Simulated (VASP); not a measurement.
# CdInS2 (P-3m1) in VASP: further runs

Runs on CdInS2. Level: PBE. Tasks: single point.

Program: VASP 6.6.1. These are calculated values, not measurements. Logs are shortened: lines on timing, memory, paths and dates and some standing lists are left out, and cuts for length are marked.

### Step 1. The crystal as given

Symmetry: P-3m1, No. 164, trigonal system. The conventional cell has a = 3.869 Å, b = 3.869 Å, c = 6.811 Å, α = 90.00°, β = 90.00°, γ = 120.00°. Around In (site symmetry -3m) lie 6 S at 2.83 Å. Cd (site symmetry -3m) has 6 S at 2.79 Å as nearest neighbours. S (site symmetry 3m) is surrounded by 3 Cd at 2.79 Å and 3 In at 2.83 Å.

The cell comes from a database or a generator and needn't be the stable form of this composition.

### Step 2. Single point, PBE

INCAR reads:

```
PREC = Accurate
ENCUT = 500
EDIFF = 1E-6
ISMEAR = 0
SIGMA = 0.02
LREAL = False
LASPH = True
NELM = 100
ALGO = Fast
ISIF = 2
LWAVE = False
LCHARG = False
GGA = PE
NBANDS = 26
```

KPOINTS reads:

```
Automatic mesh
0
Gamma
  3 3 2
```

POSCAR reads:

```
CdInS2
1.0
    3.8694961422      0.0000000000      0.0000000000
   -1.9347480711      3.3510819590      0.0000000000
    0.0000000000      0.0000000000      6.8105290000
In Cd S
1 1 2
Direct
    0.0000000000      0.0000000000      0.5000000000
    0.0000000000      0.0000000000      0.0000000000
    0.3333333333      0.6666666667      0.2449510000
    0.6666666667      0.3333333333      0.7550490000
```

Potentials or basis: VASP PAW PBE potentials, release 64 (In_d_GW, Cd_GW, S_GW).

Started as:

```
> cat potpaw_PBE.64/In_d_GW/POTCAR potpaw_PBE.64/Cd_GW/POTCAR potpaw_PBE.64/S_GW/POTCAR > POTCAR
> mpirun -np 1 vasp_std > vasp.out
```

OUTCAR:

```text
PREC = Accurate
   ENCUT = 500
   EDIFF = 1E-6
   ISMEAR = 0
   LREAL = False
   LASPH = True
   NELM = 100
   ISIF = 2
   GGA = PE

 ion  position               nearest neighbor table
   1  0.000  0.000  0.500-
   2  0.000  0.000  0.000-   3 2.79   4 2.79   4 2.79   3 2.79   4 2.79   3 2.79
   3  0.333  0.667  0.245-   2 2.79   2 2.79   2 2.79
   4  0.667  0.333  0.755-   2 2.79   2 2.79   2 2.79

  LATTYP: Found a hexagonal cell.
 ALAT       =     3.8694961422
 C/A-ratio  =     1.7600557669

  Lattice vectors:

 A1 = (   3.8694961422,   0.0000000000,   0.0000000000)
 A2 = (  -1.9347480711,   3.3510819590,   0.0000000000)
 A3 = (   0.0000000000,   0.0000000000,   6.8105290000)

Analysis of symmetry for initial positions (statically):
=====================================================================
 Subroutine PRICEL returns:
 Original cell was already a primitive cell.

 Routine SETGRP: Setting up the symmetry group for a
 hexagonal supercell.

 Subroutine GETGRP returns: Found 12 space group operations
 (whereof 12 operations were pure point group operations)
 out of a pool of 24 trial point group operations.

The static configuration has the point symmetry D_3d.

Analysis of symmetry for dynamics (positions and initial velocities):
=====================================================================
 Subroutine PRICEL returns:
 Original cell was already a primitive cell.

 Routine SETGRP: Setting up the symmetry group for a
 hexagonal supercell.

 Subroutine GETGRP returns: Found 12 space group operations
 (whereof 12 operations were pure point group operations)
 out of a pool of 24 trial point group operations.

The dynamic configuration has the point symmetry D_3d.

 Subroutine INISYM returns: Found 12 space group operations
 (whereof 12 operations are pure point group operations),
 and found     1 'primitive' translations

----------------------------------------------------------------------------------------

                                     Primitive cell

  volume of cell :      88.3121

  direct lattice vectors                    reciprocal lattice vectors
     3.869496142  0.000000000  0.000000000     0.258431580  0.149205542  0.000000000
    -1.934748071  3.351081959  0.000000000     0.000000000  0.298411084  0.000000000
     0.000000000  0.000000000  6.810529000     0.000000000  0.000000000  0.146831472

  length of vectors
     3.869496142  3.869496142  6.810529000     0.298411084  0.298411084  0.146831472

  position of ions in fractional coordinates (direct lattice)
     0.000000000  0.000000000  0.500000000
     0.000000000  0.000000000  0.000000000
     0.333333333  0.666666667  0.244951000
     0.666666667  0.333333333  0.755049000

  ion indices of the primitive-cell ions
   primitive index   ion index
                 1           1
                 2           2
                 3           3
                 4           4

----------------------------------------------------------------------------------------

 KPOINTS: Automatic mesh

Automatic generation of k-mesh.
 Grid dimensions read from file:
 generate k-points for:    3    3    2

 Generating k-lattice:

  Cartesian coordinates                     Fractional coordinates (reciprocal lattice)
     0.086143860  0.049735181  0.000000000     0.333333333  0.000000000  0.000000000
     0.000000000  0.099470361  0.000000000     0.000000000  0.333333333  0.000000000
     0.000000000  0.000000000  0.073415736     0.000000000  0.000000000  0.500000000

  Length of vectors
     0.099470361  0.099470361  0.073415736

  Shift w.r.t. Gamma in fractional coordinates (k-lattice)
     0.000000000  0.000000000  0.000000000

 Subroutine IBZKPT returns following result:
 ===========================================

 Found      6 irreducible k-points:

 Following reciprocal coordinates:
            Coordinates               Weight
  0.000000  0.000000  0.000000      1.000000
  0.333333  0.000000  0.000000      6.000000
  0.333333  0.333333  0.000000      2.000000
  0.000000  0.000000  0.500000      1.000000
  0.333333  0.000000  0.500000      6.000000
  0.333333  0.333333  0.500000      2.000000
   k-points           NKPTS =      6   k-points in BZ     NKDIM =      6   number of bands    NBANDS=     26
   number of dos      NEDOS =    301   number of ions     NIONS =      4
   total plane-waves  NPLWV =  39200
   dimension x,y,z NGX =    28 NGY =   28 NGZ =   50
   dimension x,y,z NGXF=    56 NGYF=   56 NGZF=  100
   ions per type =               1   1   2
   NGX,Y,Z   is equivalent  to a cutoff of  12.03, 12.03, 12.21 a.u.
   NGXF,Y,Z  is equivalent  to a cutoff of  24.06, 24.06, 24.41 a.u.
 SYSTEM =  unknown system
   PREC   = accura    normal or accurate (medium, high low for compatibility)
   ISTART =      0    job   : 0-new  1-cont  2-samecut
   ICHARG =      2    charge: 1-file 2-atom 10-const
   ISPIN  =      1    spin polarized calculation?
   LNONCOLLINEAR =      F non collinear calculations
   LSORBIT =      F    spin-orbit coupling
   LASPH  =      T    aspherical Exc in radial PAW
   ENCUT  =  500.0 eV  36.75 Ry    6.06 a.u.   7.05  7.05 12.42*2*pi/ulx,y,z
   NELM   =    100;   NELMIN=  2; NELMDL= -5     # of ELM steps
   EDIFF  = 0.1E-05   stopping-criterion for ELM
   LREAL  =      F    real-space projection
   EDIFFG = 0.1E-04   stopping-criterion for IOM
   NSW    =      0    number of steps for IOM
   IBRION =     -1    ionic relax: 0-MD 1-quasi-New 2-CG
   NFREE  =      0    steps in history (QN), initial steepest desc. (CG)
   ISIF   =      2    stress and relaxation
   ISYM   =      2    0-nonsym 1-usesym 2-fastsym
   POTIM  = 0.5000    time-step for ionic-motion
   TEBEG  =    0.0;   TEEND  =   0.0 temperature during run
   PSTRESS=    0.0 pullay stress
   NELECT =      37.0000    total number of electrons
   NUPDOWN=      -1.0000    fix difference up-down
   EMIN   =  10.00;   EMAX   =-10.00  energy-range for DOS
   EFERMI =   0.00;   METHOD = LEGACY
   ISMEAR =     0;   SIGMA  =   0.02  broadening in eV -4-tet -1-fermi 0-gaus
   EFERMI_NEDOS =   21; number of points for ismear=-14 and -15
   IALGO  =     68    algorithm
   IMIX   =      4    mixing-type and parameters
     AMIX     =   0.40;   BMIX     =  1.00
     AMIX_MAG =   1.60;   BMIX_MAG =  1.00
  volume/ion in A,a.u.               =      22.08       148.99
  Fermi-wavevector in a.u.,A,eV,Ry     =   1.224998  2.314910 20.417169  1.500620
  Thomas-Fermi vector in A             =   2.360052
   LORBIT       =      0    0 simple, 1 ext, 2 COOP (PROOUT), +10 PAW based schemes
   GGA     = PE    functional components
   LHFCALC =     F    Hartree Fock is set to
   AEXX    =    0.0000 exact exchange contribution
   IVDW    =     0    specifies the selected vdW correction
   LEPSILON=     F    determine dielectric tensor
   LRPA    =     F    only Hartree local field effects (RPA)
 non-spin polarized calculation
 RMM-DIIS sequential band-by-band and
 Gauss-broadening in eV      SIGMA  =   0.02
  energy-cutoff  :      500.00
  volume of cell :       88.31
 maximum number of plane-waves:      2275
   NGX = 15   NGY = 15   NGZ = 25

 number of electron      36.9999999 magnetization

 Free energy of the ion-electron system (eV)
  ---------------------------------------------------
  ext. energy  EPLUGINS =         0.00000000
  ---------------------------------------------------
  free energy    TOTEN  =       -12.81130352 eV

  energy without entropy =      -12.81130352  energy(sigma->0) =      -12.81130352

 E-fermi :   5.5830     XC(G=0): -10.0935

 val. band max:        5.4624914419   @ k =   0.3333   0.0000   0.5000
 cond. band min:       5.7129150633   @ k =   0.3333   0.3333   0.5000
 fundamental gap:      0.2504236214
 Fermi energy:         5.5830489727

 k-point     1 :       0.0000    0.0000    0.0000
  band No.  band energies     occupation
      1      -9.3395      2.00000
      2      -9.3334      2.00000
      3      -9.3334      2.00000
      4      -9.2667      2.00000
      5      -9.2667      2.00000
      6      -8.5080      2.00000
[... 18 lines left out ...]
     25      12.3489      0.00000
     26      13.4163      0.00000

 k-point     2 :       0.3333    0.0000    0.0000
  band No.  band energies     occupation
      1      -9.5357      2.00000
      2      -9.3227      2.00000
      3      -9.3004      2.00000
      4      -9.2797      2.00000
      5      -9.2407      2.00000
      6      -7.7898      2.00000
[... 18 lines left out ...]
     25      11.5208      0.00000
     26      14.3835      0.00000

 k-point     3 :       0.3333    0.3333    0.0000
  band No.  band energies     occupation
      1      -9.4688      2.00000
      2      -9.4688      2.00000
      3      -9.2746      2.00000
      4      -9.2691      2.00000
      5      -9.2691      2.00000
      6      -7.1449      2.00000
[... 18 lines left out ...]
     25      10.7431      0.00000
     26      13.8292      0.00000

 k-point     4 :       0.0000    0.0000    0.5000
  band No.  band energies     occupation
      1      -9.3332      2.00000
      2      -9.3332      2.00000
      3      -9.3313      2.00000
      4      -9.2663      2.00000
      5      -9.2663      2.00000
      6      -8.1438      2.00000
[... 18 lines left out ...]
     25      11.2460      0.00000
     26      11.2462      0.00000

 k-point     5 :       0.3333    0.0000    0.5000
  band No.  band energies     occupation
      1      -9.5375      2.00000
      2      -9.3211      2.00000
      3      -9.2998      2.00000
      4      -9.2755      2.00000
      5      -9.2407      2.00000
      6      -7.6983      2.00000
[... 18 lines left out ...]
     25      11.0270      0.00000
     26      11.9748      0.00000

 k-point     6 :       0.3333    0.3333    0.5000
  band No.  band energies     occupation
      1      -9.4678      2.00000
      2      -9.4678      2.00000
      3      -9.2699      2.00000
      4      -9.2690      2.00000
      5      -9.2690      2.00000
      6      -7.1489      2.00000
[... 18 lines left out ...]
     25      12.2564      0.00000
     26      14.6328      0.00000

------------------------ aborting loop because EDIFF is reached ----------------------------------------

  FORCE on cell =-STRESS in cart. coord.  units (eV):
  Direction    XX          YY          ZZ          XY          YZ          ZX
  --------------------------------------------------------------------------------------
  -------------------------------------------------------------------------------------
  Total        1.2693629      1.2693629     -1.2296156     -0.0000000      0.0000000     -0.0000000
  in kB       23.0290530     23.0290530    -22.3079478     -0.0000000      0.0000000     -0.0000000
  external PRESSURE =       7.9167194 kB  Pullay stress =       0.0000000 kB

 VOLUME and BASIS-vectors are now :
 -----------------------------------------------------------------------------
  energy-cutoff  :      500.00
  volume of cell :       88.31
      direct lattice vectors                 reciprocal lattice vectors
     3.869496142  0.000000000  0.000000000     0.258431580  0.149205542  0.000000000
    -1.934748071  3.351081959  0.000000000     0.000000000  0.298411084  0.000000000
     0.000000000  0.000000000  6.810529000     0.000000000  0.000000000  0.146831472

 POSITION                                       TOTAL-FORCE (eV/Angst)
 -----------------------------------------------------------------------------------
      0.00000      0.00000      3.40526         0.000000      0.000000      0.000000
      0.00000      0.00000      0.00000         0.000000      0.000000      0.000000
     -0.00000      2.23405      1.66825        -0.000000      0.000000     -0.179197
      1.93475      1.11703      5.14228        -0.000000      0.000000      0.179197
 -----------------------------------------------------------------------------------
    total drift:                               -0.000000     -0.000000      0.000000

  FREE ENERGIE OF THE ION-ELECTRON SYSTEM (eV)
  ---------------------------------------------------
  free  energy   TOTEN  =       -12.8113035188 eV

  energy  without entropy=      -12.8113035188  energy(sigma->0) =      -12.81130352
```

Wall time 49 s (1 thread of Intel Xeon Platinum 8488C (Sapphire Rapids), shared host); peak memory 0.21 GiB.

Results:

```yaml
Free_energy: -12.8113 eV
Pressure: 0.8 GPa
Largest_force: 0.179 eV/Å
Band_gap_on_the_k_mesh: none (metal or under the smearing width)
```

Forces on the atoms (eV/Å):
```
In   0.000  0.000  0.000
Cd   0.000  0.000  0.000
S    0.000  0.000 -0.179
S    0.000  0.000  0.179
```

Stress tensor (GPa, compression positive):
```
 2.30  0.00  0.00
 0.00  2.30  0.00
 0.00  0.00 -2.23
```

Levels at points of the mesh, in eV from the Fermi level:
```
           k point  band 14  band 15  band 16  band 17  band 18  band 19  band 20  band 21  band 22  band 23
(0.00, 0.00, 0.00)    -2.75    -2.19    -2.19    -2.05    -1.68    -1.68     1.66     4.22     4.66     4.66
(0.00, 0.00, 0.50)    -5.12    -2.00    -2.00    -1.85    -1.85     0.40     0.96     4.33     4.71     4.71
```

Caveat: the k mesh is coarse (spacing up to 0.62 Å⁻¹), so the values aren't converged.

### Step 3. Single point, PBE

INCAR reads:

```
  PREC = Accurate
  ENCUT = 500
  EDIFF = 1E-7
  ISMEAR = 0
  SIGMA = 0.02
  LREAL = F
  LASPH = T
  NELM = 60
  ALGO = Fast
  ISIF = 2
  LWAVE = F
  LCHARG = T
  GGA = PE
  LELF = T
  LVHAR = T
  NBANDS = 26
```

KPOINTS reads:

```
regular mesh
0
Gamma
  4 4 2
```

POSCAR is that of step 2.

Potentials or basis: VASP PAW PBE potentials, release 64 (In_d_GW, Cd_GW, S_GW).

Started as:

```
> cat potpaw_PBE.64/In_d_GW/POTCAR potpaw_PBE.64/Cd_GW/POTCAR potpaw_PBE.64/S_GW/POTCAR > POTCAR
> mpirun -np 1 vasp_std > vasp.out
```

Run time: 98 s. Hardware: 1 thread of Intel Xeon Platinum 8488C (Sapphire Rapids), shared host; peak memory 0.21 GiB.

It converged, with:

* Free energy: -13.0955 eV
* Pressure: -0.4 GPa
* Largest force: 0.132 eV/Å
* Band gap on the k mesh: none (metal or under the smearing width)

Forces in eV/Å, atoms in the order of the input:
```
In   0.000  0.000  0.000
Cd   0.000  0.000  0.000
S    0.000  0.000  0.132
S    0.000  0.000 -0.132
```

Stress tensor (GPa, compression positive):
```
-0.42  0.00  0.00
 0.00 -0.42  0.00
 0.00  0.00 -0.31
```

Levels at points of the mesh, in eV from the Fermi level:
```csv
k point,band 14,band 15,band 16,band 17,band 18,band 19,band 20,band 21,band 22,band 23
"(0.00, 0.00, 0.00)",-2.94,-2.41,-2.41,-2.21,-1.90,-1.90,1.50,4.06,4.49,4.49
"(0.50, 0.00, 0.00)",-5.42,-4.81,-3.81,-3.62,-2.05,-0.40,1.51,1.58,3.49,3.84
"(0.00, 0.00, 0.50)",-5.25,-2.23,-2.23,-2.06,-2.06,0.22,0.80,4.18,4.54,4.54
"(0.50, 0.00, 0.50)",-6.14,-3.40,-3.31,-2.98,-2.89,-1.13,-0.01,3.49,3.66,4.80
```

Caveat: the k mesh is coarse (spacing up to 0.47 Å⁻¹), so the values aren't converged.
